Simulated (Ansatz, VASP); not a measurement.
**Two plane-wave programs on LiH**

```
CELL_PARAMETERS angstrom
1.98998 1.98998 0.00000
-1.98998 1.98998 0.00000
0.00000 0.00000 3.97995
ATOMIC_POSITIONS crystal
Li 0.00000 0.00000 0.00000
Li 0.50000 0.50000 0.50000
H 0.50000 0.50000 0.00000
H 0.00000 0.00000 0.50000
```

Alike in both runs: task single point; functional PBEsol; k mesh 8 × 8 × 6; occupations gaussian, width 0.02 eV; no spin polarisation.

|  | VASP | Ansatz |
| --- | --- | --- |
| version | VASP 6.6.1 | Ansatz 0.2.0 |
| potentials or method | VASP PAW PBE potentials, release 64 (Li_sv, H) | scalar-relativistic, plane waves, PAW |
| plane-wave cutoff (eV) | 520 | 420 |
| valence electrons in the cell | 8 | 8 |

|  | VASP | Ansatz | Ansatz less VASP |
| --- | --- | --- | --- |
| gap on the k mesh at the Fermi level (eV) | 2.73 | 2.73 | 0.000 |
| least direct gap on the mesh (eV) | 2.73 | 2.73 | 0.000 |

The functional is the same, so the differences come from potentials, cutoffs and numerics.

 A k mesh can miss the band edges.
